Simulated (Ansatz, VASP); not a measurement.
## MgB2 in VASP and in Ansatz

```xyz
3
Lattice="3.0655 0.0000 0.0000 -1.5327 2.6548 0.0000 0.0000 0.0000 3.4923" Properties=species:S:1:pos:R:3 pbc="T T T"
Mg    0.0000    0.0000    0.0000
B     0.0000    1.7698    1.7461
B     1.5327    0.8849    1.7461
```

Alike in both runs: functional PBEsol; k mesh 12 × 12 × 9; occupations fermi-dirac, width 0.1 eV; no spin polarisation.

Ansatz relaxed the structure, and its values are those at the end. VASP's run is a single point on that final structure, the one shown.

|  | VASP | Ansatz |
| --- | --- | --- |
| version | VASP 6.6.1 | Ansatz 0.2.0 |
| potentials or method | VASP PAW PBE potentials, release 64 (Mg, B) | PAW plane waves |
| plane-wave cutoff (eV) | 520 | 420 |
| valence electrons in the cell | 8 | 16 |

|  | VASP | Ansatz | Ansatz less VASP |
| --- | --- | --- | --- |
| gap on the k mesh at the Fermi level (eV) | none | none | - |
| pressure (GPa) | 0.0 | 0.0 | -0.01 |

A gap of «none» marks a metal or a gap that the smearing closes. The two sets of potentials don't hold the same shells in valence. Ansatz warned: «pseudo_functional_mismatch».

Caveats: the PAW data sets were made with another functional, which shifts forces and pressure a little (VASP).
